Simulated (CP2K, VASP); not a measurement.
This is a calculation of ZnS (Wurtzite-6H) for VASP 6.6.1. 

Contents of INCAR:

```
ALGO = Fast ; EDIFF = 1E-7
ENCUT = 520 ; GGA = PE
ISIF = 2 ; ISMEAR = 0
LASPH = T ; LCHARG = F
LREAL = F ; LWAVE = F
NELM = 100 ; PREC = Accurate
SIGMA = 0.014
```

File KPOINTS:

```
k-points
0
Gamma
  8 8 2
```

The input POSCAR:

```
ZnS
1.0
    3.8120000000      0.0000000000      0.0000000000
   -1.9060000000      3.3012888392      0.0000000000
    0.0000000000      0.0000000000     18.6899900000
Zn S
6 6
Direct
    0.3333333333      0.6666666667      0.8333300000
    0.6666666667      0.3333333333      0.3333300000
    0.6666666667      0.3333333333      0.6666700000
    0.3333333333      0.6666666667      0.1666700000
    0.0000000000      0.0000000000      0.5000000000
    0.0000000000      0.0000000000      0.0000000000
    0.3333333333      0.6666666667      0.9583300000
    0.6666666667      0.3333333333      0.4583300000
    0.6666666667      0.3333333333      0.7916700000
    0.3333333333      0.6666666667      0.2916700000
    0.0000000000      0.0000000000      0.6250000000
    0.0000000000      0.0000000000      0.1250000000
```

Potentials or basis: VASP PAW PBE potentials, release 64 (Zn, S).

Command:

```console
$ cat potpaw_PBE.64/Zn/POTCAR potpaw_PBE.64/S/POTCAR > POTCAR
$ mpirun -np 1 vasp_std > vasp.out
```

Question: Translate it to CP2K 2026.2. Potentials or basis there: POTENTIAL_UZH Zn GTH-PBE-q12, S GTH-PBE-q6; TZVP-MOLOPT-PBE-GTH basis.

Answer: As run (cutoffs and basis follow the program's own potentials, and thresholds, step limits or extra output files can differ):

Contents of zns_scf.inp:

```
&GLOBAL
  PROJECT zns_scf
  RUN_TYPE ENERGY_FORCE
  PRINT_LEVEL LOW
&END GLOBAL
&FORCE_EVAL
  METHOD QS
  STRESS_TENSOR ANALYTICAL
  &DFT
    BASIS_SET_FILE_NAME BASIS_MOLOPT_UZH
    POTENTIAL_FILE_NAME POTENTIAL_UZH
    &MGRID
      CUTOFF 450
      REL_CUTOFF 60
      NGRIDS 4
    &END MGRID
    &QS
      METHOD GPW
      EPS_DEFAULT 1.0E-10
    &END QS
    &KPOINTS
      SCHEME MONKHORST-PACK 8 8 2
      GAMMA_CENTERED T
      SYMMETRY T
      SYMMETRY_BACKEND SPGLIB
    &END KPOINTS
    &SCF
      SCF_GUESS ATOMIC
      EPS_SCF 1.0E-6
      MAX_SCF 100
      ADDED_MOS 30
      CHOLESKY OFF
      EPS_EIGVAL 1.0E-7
      &DIAGONALIZATION ON
        ALGORITHM STANDARD
      &END DIAGONALIZATION
      &MIXING ON
        METHOD BROYDEN_MIXING
        ALPHA 0.4
        BETA 1.5
        NBUFFER 8
      &END MIXING
      &SMEAR ON
        METHOD GAUSSIAN
        SIGMA [eV] 0.014
      &END SMEAR
    &END SCF
    &XC
      &XC_FUNCTIONAL
        &GGA_X_PBE
        &END GGA_X_PBE
        &GGA_C_PBE
        &END GGA_C_PBE
      &END XC_FUNCTIONAL
    &END XC
    &PRINT
      &KPOINTS ON
      &END KPOINTS
      &MULLIKEN ON
      &END MULLIKEN
      &MO ON
        ENERGIES T
        OCCUPATION_NUMBERS T
        &EACH
          QS_SCF 0
        &END EACH
        ADD_LAST NUMERIC
      &END MO
    &END PRINT
  &END DFT
  &SUBSYS
    &CELL
      ABC 3.8120000000 3.8120000000 18.6899900000
      ALPHA_BETA_GAMMA 90.0000000000 90.0000000000 120.0000000002
      PERIODIC XYZ
    &END CELL
    &COORD
      Zn  -0.0000000002 2.2008592262 15.5749293667
      Zn  1.9060000002 1.1004296130 6.2299343667
      Zn  1.9060000002 1.1004296130 12.4600556333
      Zn  -0.0000000002 2.2008592262 3.1150606333
      Zn  0.0000000000 0.0000000000 9.3449950000
      Zn  0.0000000000 0.0000000000 0.0000000000
      S   -0.0000000002 2.2008592262 17.9111781167
      S   1.9060000002 1.1004296130 8.5661831167
      S   1.9060000002 1.1004296130 14.7963043833
      S   -0.0000000002 2.2008592262 5.4513093833
      S   0.0000000000 0.0000000000 11.6812437500
      S   0.0000000000 0.0000000000 2.3362487500
    &END COORD
    &KIND Zn
      BASIS_SET TZVP-MOLOPT-PBE-GTH-q12
      POTENTIAL GTH-PBE-q12
    &END KIND
    &KIND S
      BASIS_SET TZVP-MOLOPT-PBE-GTH-q6
      POTENTIAL GTH-PBE-q6
    &END KIND
    &PRINT
      &ATOMIC_COORDINATES ON
      &END ATOMIC_COORDINATES
      &CELL ON
      &END CELL
    &END PRINT
  &END SUBSYS
  &PRINT
    &FORCES ON
    &END FORCES
    &STRESS_TENSOR ON
    &END STRESS_TENSOR
  &END PRINT
&END FORCE_EVAL
```

Potentials or basis: POTENTIAL_UZH Zn GTH-PBE-q12, S GTH-PBE-q6; TZVP-MOLOPT-PBE-GTH basis.

Command:

```console
$ OMP_NUM_THREADS=1 cp2k.psmp -i zns_scf.inp -o zns_scf.out
```

Both were run:

|  | VASP | CP2K |
| --- | --- | --- |
| Pressure | 2.4 GPa | 2.6 GPa |

Pressure is positive in compression.
